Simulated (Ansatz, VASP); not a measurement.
**BP in VASP and in Ansatz**

```xyz
2
Lattice="0.0000 2.2683 2.2683 2.3110 0.0000 2.2683 2.3110 2.2683 0.0000" Properties=species:S:1:pos:R:3 pbc="T T T"
B     0.0000    0.0000    0.0000
P     1.1555    1.1342    1.1342
```

Change from the starting cell: uniaxial_x strain +1.9%.

Alike in both runs: task single point; functional r2SCAN; k mesh 10 × 10 × 10; no spin polarisation.

|  | VASP | Ansatz |
| --- | --- | --- |
| version | VASP 6.6.1 | Ansatz 0.2.0 |
| potentials or method | VASP PAW PBE potentials, release 64 (B, P) | plane waves, PAW |
| plane-wave cutoff (eV) | 520 | 500 |
| occupations | gaussian, width 0.01 eV | fixed |
| valence electrons in the cell | 8 | 8 |

Ansatz gave:

- gap on the k mesh at the Fermi level (eV): 1.29
- pressure (GPa): -3.1
- largest component of the traceless stress (GPa): 3.60

**Question.** What did VASP give for the same quantities?

**Answer.** gap on the k mesh at the Fermi level (eV): 1.32; pressure (GPa): -3.6; largest component of the traceless stress (GPa): 3.62.

Caveats: the PAW data sets were made with another functional, which shifts forces and pressure a little (VASP). A k mesh can miss the band edges.
